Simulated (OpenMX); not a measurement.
Set up this calculation in OpenMX 3.8.5, as the native input.

* Task: single point
* Functional: PBE
* Potentials or basis: OpenMX 2013 PBE set, Ti7.0-s3p2d2, Al7.0-s2p2d1, grid cutoff 400 Ry
* k mesh: 7 × 7 × 7
* Occupations: fermi-dirac, width 0.05 eV
* Spin: no spin polarisation
* Mixing scheme: rmm-diisk
* SCF threshold: 1e-08 Ha
* Solver: band
* Max SCF cycles: 100

TiAl3:

```
Ti Al
1.0
    -1.87288    1.87288    4.28067
     1.87288   -1.87288    4.28067
     1.87288    1.87288   -4.28067
Ti Al
1 3
Direct
  0.00000 0.00000 0.00000
  0.25000 0.75000 0.50000
  0.75000 0.25000 0.50000
  0.50000 0.50000 0.00000
```

The cell comes from a database or a generator and needn't be the stable form of this composition.

One way to write it, as run:

TiAl3.dat

```
System.CurrrentDirectory             ./
System.Name                          TiAl3
DATA.PATH                            ./DFT_DATA13
level.of.stdout                      1
level.of.fileout                     1
Species.Number                       2
<Definition.of.Atomic.Species
  Ti  Ti7.0-s3p2d2           Ti_PBE13
  Al  Al7.0-s2p2d1           Al_PBE13
Definition.of.Atomic.Species>

Atoms.Number                         4
Atoms.SpeciesAndCoordinates.Unit     FRAC
<Atoms.SpeciesAndCoordinates
    1  Ti    0.0000000000    0.0000000000    0.0000000000   6.000  6.000
    2  Al    0.2500000000    0.7500000000    0.5000000000   1.500  1.500
    3  Al    0.7500000000    0.2500000000    0.5000000000   1.500  1.500
    4  Al    0.5000000000    0.5000000000    0.0000000000   1.500  1.500
Atoms.SpeciesAndCoordinates>

Atoms.UnitVectors.Unit               Ang
<Atoms.UnitVectors
    -1.8728846359    1.8728846359    4.2806687947
     1.8728846359   -1.8728846359    4.2806687947
     1.8728846359    1.8728846359   -4.2806687947
Atoms.UnitVectors>

scf.XcType                           GGA-PBE
scf.SpinPolarization                 off
scf.ElectronicTemperature            580.226
scf.energycutoff                     400.0
scf.maxIter                          100
scf.EigenvalueSolver                 band
scf.Kgrid                            7 7 7
scf.Mixing.Type                      rmm-diisk
scf.Init.Mixing.Weight               0.05
scf.Min.Mixing.Weight                0.001
scf.Max.Mixing.Weight                0.3
scf.Mixing.History                   25
scf.Mixing.StartPulay                8
scf.criterion                        1.0e-8
scf.stress.tensor                    on
MD.Type                              nomd
```

Potentials or basis: OpenMX 2013 PBE set, Ti7.0-s3p2d2, Al7.0-s2p2d1, grid cutoff 400 Ry.

The run is started by

```bash
$ openmx TiAl3.dat -nt 1 > TiAl3.std
```

Results of the run:

- Pressure: 6.7 GPa
- Largest force: 0.008 eV/Å
- Band gap on the k mesh: none (metal or under the smearing width)
- Mulliken charges: Ti -0.70; Al +0.20, +0.31 e

Caveat: Mulliken charges move with the basis; the basis of atomic orbitals isn't converged, which shifts pressures, moduli and gaps.

Wall time 110 s on 1 thread of Arm Neoverse V2, with other jobs on the host, peak memory 0.7 GiB.
